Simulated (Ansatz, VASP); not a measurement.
# Cross-check of ThSb between VASP and Ansatz, part 2 of 2

One calculation is typed for both programs; each brings its own data sets. How far apart do they land? The cell is taken from a series of runs on this material, whose earlier steps may have relaxed, scaled, displaced or heated it; both programs get it as it stands.

VASP 6.6.1 and Ansatz 0.2.0.

So far: Starting point; Ansatz: zone-centre phonons, PBEsol.

## (3) VASP: zone-centre phonons, PBEsol

Level of this step: PBEsol; plane waves and PAW (Th, Sb) (VASP).

The same cell, functional, mesh and smearing now go to VASP, with its own data sets.

Lines of VASP's logs that name or quote its potential files are left out, and so is its time.

Input file INCAR:

```
SYSTEM = ThSb
PREC = Accurate
ENCUT = 500
EDIFF = 1E-08
NELM = 200
ISMEAR = 1
SIGMA = 0.2
LREAL = .FALSE.
ALGO = Normal
GGA = PS
NBANDS = 14
LASPH = .TRUE.
LORBIT = 11
LWAVE = .FALSE.
LCHARG = .FALSE.
ISIF = 2
IBRION = 8
GGA_COMPAT = .FALSE.
LMAXMIX = 6
KPAR = 2
```

Input file POSCAR:

```
ThSb
1.0
    0.0000000000      3.1590000000      3.1590000000
    3.1590000000      0.0000000000      3.1590000000
    3.1590000000      3.1590000000      0.0000000000
Th Sb
1 1
Direct
    0.0000000000      0.0000000000      0.0000000000
    0.5000000000      0.5000000000      0.5000000000
```

Input file KPOINTS:

```
Automatic mesh
0
Gamma
12 12 12
0 0 0
```

The projector-augmented-wave data sets are Th and Sb (PBE family, release 64).

Launch:

```bash
> mpirun -np 2 vasp_std
```

Numbers of over 12 decimals in the logs are rounded to 6 here.

Output:

```text
[banner, memory and clock lines left out]
running    2 mpi-ranks, on    1 nodes
 distrk:  each k-point on    1 cores,    2 groups
 distr:  one band on    1 cores,    1 groups

 POSCAR found type information on POSCAR ThSb
 POSCAR found :  2 types and       2 ions
|                                                                             |
|               ----> ADVICE to this user running VASP <----                  |
|                                                                             |
|     You enforced a specific xc type in the INCAR file but a different       |
|     [... a line on the potential file left out ...]
|     I HOPE YOU KNOW WHAT YOU ARE DOING!                                     |
|                                                                             |

 LDA part: xc-table for (Slater+PW92), standard interpolation
 POSCAR, INCAR and KPOINTS ok, starting setup
 FFT: planning ... GRIDC
 FFT: planning ... GRID_SOFT
 FFT: planning ... GRID
 WAVECAR not read
 entering main loop
       N       E                     dE             d eps       ncg     rms          rms(c)
DAV:   1     0.136720656163E+03    0.13672E+03   -0.64082E+03  2016   0.102E+03
DAV:   2    -0.915208726288E+00   -0.13764E+03   -0.13358E+03  2464   0.229E+02
DAV:   3    -0.149255547354E+02   -0.14010E+02   -0.13508E+02  2820   0.782E+01
DAV:   4    -0.156014858653E+02   -0.67593E+00   -0.67449E+00  3758   0.179E+01
DAV:   5    -0.156076550879E+02   -0.61692E-02   -0.61675E-02  2770   0.151E+00    0.282E+01
DAV:   6    -0.145571959291E+02    0.10505E+01   -0.30184E+00  2978   0.913E+00    0.209E+01
DAV:   7    -0.145425779924E+02    0.14618E-01   -0.23836E+00  3432   0.843E+00    0.667E+00
DAV:   8    -0.145156955636E+02    0.26882E-01   -0.15979E+00  3174   0.682E+00    0.115E+00
DAV:   9    -0.144693610440E+02    0.46335E-01   -0.36069E-01  3030   0.328E+00    0.221E-01
DAV:  10    -0.144691709060E+02    0.19014E-03   -0.84991E-03  2814   0.701E-01    0.358E-01
DAV:  11    -0.144692035261E+02   -0.32620E-04   -0.34028E-04  3238   0.123E-01    0.588E-02
DAV:  12    -0.144692007759E+02    0.27502E-05   -0.14432E-05  3126   0.261E-02    0.587E-02
DAV:  13    -0.144692008926E+02   -0.11666E-06   -0.12496E-06  3198   0.772E-03    0.979E-03
DAV:  14    -0.144692008796E+02    0.13009E-07   -0.68591E-08  3054   0.201E-03    0.647E-03
DAV:  15    -0.144692008290E+02    0.50567E-07   -0.12619E-07  3206   0.191E-03    0.133E-03
DAV:  16    -0.144692008301E+02   -0.10812E-08   -0.51023E-09  2126   0.513E-04
   1 F= -.14469201E+02 E0= -.14469994E+02  d E =0.238094E-02
 Linear response reoptimize wavefunctions to high precision
DAV:   1    -0.144692008312E+02   -0.11312E-08   -0.24462E-09  2648   0.260E-04
DAV:   2    -0.144692008312E+02   -0.86402E-11   -0.20566E-10  2040   0.867E-05
 Linear response DOF=           2
 Linear response progress:
  Degree of freedom:   1/  2
       N       E                     dE             d eps       ncg     rms          rms(c)
RMM:   1    -0.284032934907E+00   -0.28403E+00    0.67200E-01  8701   0.478E+00
RMM:   2    -0.285672565445E+00   -0.16396E-02   -0.51117E-02  8913   0.120E+00    0.261E-01
RMM:   3    -0.285736197998E+00   -0.63633E-04   -0.10482E-02  9579   0.537E-01    0.153E-01
RMM:   4    -0.286131664458E+00   -0.39547E-03   -0.21078E-03 10785   0.236E-01    0.959E-02
RMM:   5    -0.286996333067E+00   -0.86467E-03   -0.46107E-04 10305   0.116E-01    0.170E-02
RMM:   6    -0.287088636931E+00   -0.92304E-04   -0.13287E-04 11593   0.452E-02    0.111E-02
RMM:   7    -0.287202338016E+00   -0.11370E-03   -0.30372E-05 11537   0.212E-02    0.378E-03
RMM:   8    -0.287180415275E+00    0.21923E-04   -0.91303E-06 11670   0.105E-02    0.183E-03
RMM:   9    -0.287178322808E+00    0.20925E-05   -0.13128E-05 11919   0.574E-03    0.158E-03
RMM:  10    -0.287180943561E+00   -0.26208E-05   -0.94097E-06 12210   0.346E-03    0.143E-03
RMM:  11    -0.287188228610E+00   -0.72850E-05   -0.51219E-06 11564   0.272E-03    0.487E-04
RMM:  12    -0.287190137020E+00   -0.19084E-05   -0.35086E-06 11955   0.195E-03    0.583E-04
RMM:  13    -0.287193955838E+00   -0.38188E-05   -0.21170E-06 11605   0.171E-03    0.473E-05
RMM:  14    -0.287194761700E+00   -0.80586E-06   -0.12432E-06 12018   0.140E-03    0.968E-05
RMM:  15    -0.287194155006E+00    0.60669E-06   -0.77916E-07 11429   0.125E-03    0.982E-05
RMM:  16    -0.287194166385E+00   -0.11379E-07   -0.31941E-07 11985   0.114E-03    0.133E-04
RMM:  17    -0.287194383798E+00   -0.21741E-06   -0.18235E-07 11663   0.108E-03    0.146E-04
RMM:  18    -0.287194426471E+00   -0.42673E-07    0.76086E-08 11942   0.103E-03    0.156E-04
RMM:  19    -0.287194374368E+00    0.52103E-07    0.61908E-08 11429   0.101E-03    0.174E-04
RMM:  20    -0.287194414320E+00   -0.39952E-07    0.17909E-07 11648   0.990E-04    0.172E-04
 first order change of Fermi-energy  -0.86644E-04
 force on displaced ion       1 direction 1 :  -7.502   0.000   0.000
 Linear response progress:
  Degree of freedom:   2/  2
       N       E                     dE             d eps       ncg     rms          rms(c)
RMM:   1    -0.291139730305E-01   -0.29114E-01    0.25210E-03  9392   0.130E+00
RMM:   2    -0.277646943893E-01    0.13493E-02   -0.62476E-03  9156   0.324E-01    0.157E-01
RMM:   3    -0.279350139363E-01   -0.17032E-03   -0.14492E-03  9951   0.117E-01    0.880E-02
RMM:   4    -0.282444922142E-01   -0.30948E-03   -0.34112E-04  9457   0.774E-02    0.124E-02
RMM:   5    -0.282276034397E-01    0.16889E-04   -0.97021E-05 10778   0.302E-02    0.123E-02
RMM:   6    -0.282620093724E-01   -0.34406E-04   -0.35519E-05 11212   0.151E-02    0.646E-03
RMM:   7    -0.282665614658E-01   -0.45521E-05   -0.68903E-06 11729   0.698E-03    0.409E-03
RMM:   8    -0.282778106637E-01   -0.11249E-04   -0.47284E-06 11299   0.480E-03    0.414E-04
RMM:   9    -0.282759604050E-01    0.18503E-05   -0.36078E-06 11691   0.265E-03    0.905E-04
RMM:  10    -0.282777829350E-01   -0.18225E-05   -0.17093E-06 11782   0.173E-03    0.297E-04
RMM:  11    -0.282786147245E-01   -0.83179E-06   -0.14390E-06 12036   0.110E-03    0.216E-04
RMM:  12    -0.282780500857E-01    0.56464E-06   -0.78681E-07 11653   0.761E-04    0.421E-04
RMM:  13    -0.282785902068E-01   -0.54012E-06   -0.62839E-07 11540   0.592E-04    0.118E-04
RMM:  14    -0.282786904236E-01   -0.10022E-06   -0.33652E-07 12073   0.448E-04    0.710E-05
RMM:  15    -0.282786477182E-01    0.42705E-07   -0.22773E-07 11685   0.372E-04    0.154E-04
RMM:  16    -0.282787557836E-01   -0.10807E-06   -0.75064E-08 11418   0.334E-04    0.977E-05
RMM:  17    -0.282788637010E-01   -0.10792E-06   -0.73233E-08 11357   0.310E-04    0.328E-05
RMM:  18    -0.282788457169E-01    0.17984E-07   -0.12049E-08 11469   0.284E-04    0.502E-05
RMM:  19    -0.282789060469E-01   -0.60330E-07    0.33977E-08 11275   0.275E-04    0.110E-05
RMM:  20    -0.282789159382E-01   -0.98913E-08   -0.49808E-10 11633   0.265E-04    0.116E-05
 first order change of Fermi-energy   0.15651E-03
 force on displaced ion       2 direction 1 :  -7.496   0.000   0.000
 Linear response finished
```

OUTCAR, selected parts (step 3):

```text
ion  position               nearest neighbor table
   1  0.000  0.000  0.000-   2 3.16   2 3.16   2 3.16   2 3.16   2 3.16   2 3.16
   2  0.500  0.500  0.500-   1 3.16   1 3.16   1 3.16   1 3.16   1 3.16   1 3.16

  LATTYP: Found a face centered cubic cell.
 ALAT       =     6.3180000000

 Subroutine GETGRP returns: Found 48 space group operations
 (whereof 48 operations were pure point group operations)

The static configuration has the point symmetry O_h .

 Found     72 irreducible k-points:

   k-points           NKPTS =     72   k-points in BZ     NKDIM =     72   number of bands    NBANDS=     14

   dimension x,y,z NGX =    36 NGY =   36 NGZ =   36
   dimension x,y,z NGXF=    72 NGYF=   72 NGZF=   72

   ENCUT  =  500.0 eV  36.75 Ry    6.06 a.u.   8.15  8.15  8.15*2*pi/ulx,y,z

   NELECT =      17.0000    total number of electrons

 k-points in reciprocal lattice and weights: Automatic mesh
   0.00000000  0.00000000  0.00000000       0.001
   0.08333333  0.00000000  0.00000000       0.005
   0.16666667  0.00000000  0.00000000       0.005
   0.25000000  0.00000000  0.00000000       0.005
   0.33333333  0.00000000  0.00000000       0.005
   0.41666667  0.00000000  0.00000000       0.005
   0.50000000  0.00000000  0.00000000       0.002
   0.08333333  0.08333333  0.00000000       0.003
   0.16666667  0.08333333  0.00000000       0.014
[...]
-0.33333333  0.50000000  0.16666667       0.007
  -0.25000000  0.50000000  0.25000000       0.003

 average (electrostatic) potential at core
       1 -58.4064       2 -84.4519

  Total       -0.3321616     -0.3321616     -0.3321616      0.0000000     -0.0000000     -0.0000000
  in kB       -8.4407510     -8.4407510     -8.4407510      0.0000000     -0.0000000     -0.0000000
  external PRESSURE =      -8.4407510 kB  Pullay stress =       0.0000000 kB

  energy-cutoff  :      500.00
  volume of cell :       63.05
      direct lattice vectors                 reciprocal lattice vectors
     0.000000000  3.159000000  3.159000000    -0.158277936  0.158277936  0.158277936
     3.159000000  0.000000000  3.159000000     0.158277936 -0.158277936  0.158277936
     3.159000000  3.159000000  0.000000000     0.158277936  0.158277936 -0.158277936

 POSITION                                       TOTAL-FORCE (eV/Angst)
 -----------------------------------------------------------------------------------
      0.00000      0.00000      0.00000        -0.000000     -0.000000      0.000000
      3.15900      3.15900      3.15900         0.000000      0.000000      0.000000
 -----------------------------------------------------------------------------------
    total drift:                               -0.000000      0.000000      0.000000

 Eigenvectors and eigenvalues of the dynamical matrix
 ----------------------------------------------------

   1 f  =    4.790472 THz    30.099420 2PiTHz  159.792930 cm-1    19.811789 meV
             X         Y         Z           dx          dy          dz
      0.000000  0.000000  0.000000     0.225045   -0.541908    0.000000
      3.159000  3.159000  3.159000    -0.310559    0.747826    0.000000

   2 f  =    4.790472 THz    30.099420 2PiTHz  159.792930 cm-1    19.811789 meV
             X         Y         Z           dx          dy          dz
      0.000000  0.000000  0.000000     0.541908    0.225045    0.000000
      3.159000  3.159000  3.159000    -0.747826   -0.310559   -0.000000

   3 f  =    4.790472 THz    30.099420 2PiTHz  159.792930 cm-1    19.811789 meV
             X         Y         Z           dx          dy          dz
      0.000000  0.000000  0.000000     0.000000    0.000000   -0.586779
      3.159000  3.159000  3.159000     0.000000   -0.000000    0.809747

   4 f/i=    0.000895 THz     0.005622 2PiTHz    0.029847 cm-1     0.003701 meV
             X         Y         Z           dx          dy          dz
      0.000000  0.000000  0.000000    -0.534030   -0.605942   -0.057767
      3.159000  3.159000  3.159000    -0.386982   -0.439092   -0.041861

   5 f/i=    0.000895 THz     0.005622 2PiTHz    0.029847 cm-1     0.003701 meV
             X         Y         Z           dx          dy          dz
      0.000000  0.000000  0.000000     0.602703   -0.515640   -0.162957
      3.159000  3.159000  3.159000     0.436745   -0.373655   -0.118086

   6 f/i=    0.000895 THz     0.005622 2PiTHz    0.029847 cm-1     0.003701 meV
             X         Y         Z           dx          dy          dz
      0.000000  0.000000  0.000000     0.085157   -0.150467    0.791074
      3.159000  3.159000  3.159000     0.061708   -0.109035    0.573247

 ELASTIC MODULI CONTR FROM IONIC RELAXATION (kBar)
 Direction    XX          YY          ZZ          XY          YZ          ZX
 --------------------------------------------------------------------------------
 XX           0.0000      0.0000      0.0000      0.0000      0.0000      0.0000
 YY           0.0000      0.0000      0.0000      0.0000      0.0000      0.0000
 ZZ           0.0000      0.0000      0.0000      0.0000      0.0000      0.0000
 XY           0.0000      0.0000      0.0000      0.0000      0.0000      0.0000
 YZ           0.0000      0.0000      0.0000      0.0000      0.0000      0.0000
 ZX           0.0000      0.0000      0.0000      0.0000      0.0000      0.0000
 --------------------------------------------------------------------------------
```

## (4) Differences

Known differences besides the potentials themselves: the data sets hold 27 valence electrons in Ansatz (on its default PAW (the set named soft_2) files) and 17 in VASP; the cutoff is 420 eV in Ansatz and 500 eV in VASP; Ansatz makes its cores anew for this functional, VASP keeps those of its PBE data sets. Total energies have different zeros and are not compared.

The two programs side by side:

```tsv
quantity	Ansatz	VASP	difference
optical mode 1 to 3 (cm⁻¹)	159.1	159.8	-0.45 %
```

Modes are paired by rising frequency, not by their patterns, so a pair may set unlike modes beside each other; they are those without the splitting of longitudinal modes.

## (5) Summary of results

```yaml
r_m_s_difference_of_the_optical_zone_centre_modes_each_program_s_sorted_by_frequency_zone_centre_phonons_pbesol: 0.71 cm⁻¹
```

**Reading.** The r.m.s. difference of the optical zone-centre modes, each program's sorted by frequency is 0.71 cm⁻¹ (zone-centre phonons, PBEsol). The data sets hold unlike numbers of valence electrons (27 in Ansatz and 17 in VASP), so part of the differences comes from the potentials. Such differences can come from data sets, numerical settings and the points named under the comparisons, not from the functional's error against experiment.

[Lines on the potential files, build, host, timing and source positions are cut from VASP's logs without a mark.]

[Logs are printed without paths, hosts, clocks, repeated set-up lines and the standing remarks that a program may print on its own settings, such as how far it seeks lower states.]

[Hosts, paths, dates, database ids (printed as entryN), source tags and the programs' standing remarks are cut or masked in the printed files.]
